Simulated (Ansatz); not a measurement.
Here is an Ansatz 0.2.0 calculation.

input.yaml

```yaml
crystal:
  lattice:
    - [0.0, 3.532775, 3.532775]
    - [3.532775, 0.0, 3.532775]
    - [3.532775, 3.532775, 0.0]
  atoms:
    - { symbol: I, position: [0.5, 0.5, 0.5] }
    - { symbol: K, position: [0.0, 0.0, 0.0] }
kpoints:
  mp_grid: { grid: [7, 7, 7] }
  band_path:
    path:
      - [0.0, 0.0, 0.0]
      - [0.5, 0.0, 0.5]
      - [0.5, 0.25, 0.75]
      - [0.375, 0.375, 0.75]
      - [0.0, 0.0, 0.0]
      - [0.5, 0.5, 0.5]
      - [0.625, 0.25, 0.625]
      - [0.5, 0.25, 0.75]
    npoints: 12
scf:
  occupations: { method: fermi_dirac, width: 0.05 }
hamiltonian:
  xc: lda
  pseudopotentials: { kind: all_electron, lapw: { basis_error: 0.001 } }
output:
  forces: true
  stress: true
  eigenvalues: true
```

Potentials or basis: all-electron LAPW, scalar-relativistic.

Command:

```console
$ ansatz run input.yaml --threads 1 --pin off --max-ram 3072MiB --backend cpu --events-out ev --progress --plain --runs-dir out
```

Question: Predict the band gap along the path.

Answer: 3.60 eV, direct.

Question: Predict the pressure.

Answer: -1.3 GPa.

Question: What does it give for the band gap on the k mesh?

Answer: 3.60 eV, direct.

Levels at the corners of the path, in eV from the valence-band top:
```csv
point,band 13,band 14,band 15,band 16,band 17,band 18,band 19,band 20,band 21
Γ,-11.87,-10.62,0.00,0.00,0.00,3.60,6.30,6.30,6.30
X,-11.89,-10.48,-1.04,-0.38,-0.38,4.70,5.48,7.96,8.49
W,-11.90,-10.41,-0.76,-0.76,-0.63,6.24,6.24,6.40,7.91
K,-11.88,-10.41,-0.89,-0.79,-0.40,5.38,6.38,7.37,8.03
Γ,-11.87,-10.62,0.00,0.00,0.00,3.60,6.30,6.30,6.30
L,-11.87,-10.32,-1.38,-0.35,-0.35,5.25,7.44,7.98,7.98
U,-11.88,-10.41,-0.89,-0.79,-0.40,5.38,6.38,7.37,8.03
W,-11.90,-10.41,-0.76,-0.76,-0.63,6.24,6.24,6.40,7.91
```

Caveat: spin-orbit coupling is left out, which moves the levels of the heavy elements.

**Experimental background.**

A printed reference work, monograph reports, for a bulk crystal of KI: band gap 6.32 eV.

Measured gap of KI: 6.32 eV (a printed reference work, monograph). This calculation gives 3.60 eV (-2.72 eV). Spin-orbit coupling on I is left out. The value is that of LDA, without temperature or zero-point motion. Semilocal functionals fall short of measured gaps as a rule.
